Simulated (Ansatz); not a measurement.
# K: the cost of one run

Computed with Ansatz 0.2.0 (DFT PBE, scalar-relativistic, plane waves, PAW, unless a step's input says otherwise).

1 further run of the same task is left out (set aside as unsound or not needed).

### Step 1. The system as given

It takes space group Pm-3m (No. 221, cubic). Conventional cell: a = 6.385 Å, b = 6.385 Å, c = 6.385 Å, α = 90.00°, β = 90.00°, γ = 90.00°.

Coordinates:

```xyz
3
Lattice="6.3852 0.0000 0.0000 0.0000 6.3852 0.0000 0.0000 0.0000 6.3852" Properties=species:S:1:pos:R:3 pbc="T T T"
K     0.0000    3.1926    3.1926
K     3.1926    0.0000    3.1926
K     3.1926    3.1926    0.0000
```

The cell was relaxed beforehand at this level, from a generated guess; it is a trial structure. At a tolerance of 0.05 Å it has space group Pm-3m (No. 221); it has 86.78 Å³/atom, an uncorrected energy of +0.11 eV/atom over the standard state.

### Step 2. Bands, states and charges

File input.yaml:

```yaml
crystal:
  lattice:
    - [6.3851780213, 0.0, 0.0]
    - [0.0, 6.3851780213, 0.0]
    - [0.0, 0.0, 6.3851780213]
  atoms:
    - { symbol: K, position: [0.0, 0.5, 0.5] }
    - { symbol: K, position: [0.5, 0.0, 0.5] }
    - { symbol: K, position: [0.5, 0.5, 0.0] }
basis:
  ecutwfc: 420
kpoints:
  mp_grid: { grid: [8, 8, 8] }
  band_path:
    path:
      - [[0.0, 0.0, 0.0], [0.0, 0.5, 0.0], [0.5, 0.5, 0.0], [0.0, 0.0, 0.0], [0.5, 0.5, 0.5], [0.0, 0.5, 0.0]]
      - [[0.5, 0.5, 0.5], [0.5, 0.5, 0.0]]
    npoints: 14
hamiltonian:
  xc: pbe
scf:
  occupations: { method: gaussian, width: 0.1 }
  n_extra_bands: 7
output:
  forces: true
  stress: true
  eigenvalues: true
  populations: true
  dos: { projected: true, de: 0.02, nscf_kmesh: { grid: [10, 10, 10] } }
  bader: true
```

Run with:

```console
$ ansatz run input.yaml --threads 1 --pin off --max-ram 2048MiB --backend cpu --events-out ev --progress --plain --runs-dir out
```

Q: Estimate wall time and peak memory on 1 thread of Intel Xeon 6975P-C (Granite Rapids), shared host.

About 32 s, with a peak of 0.61 GiB.
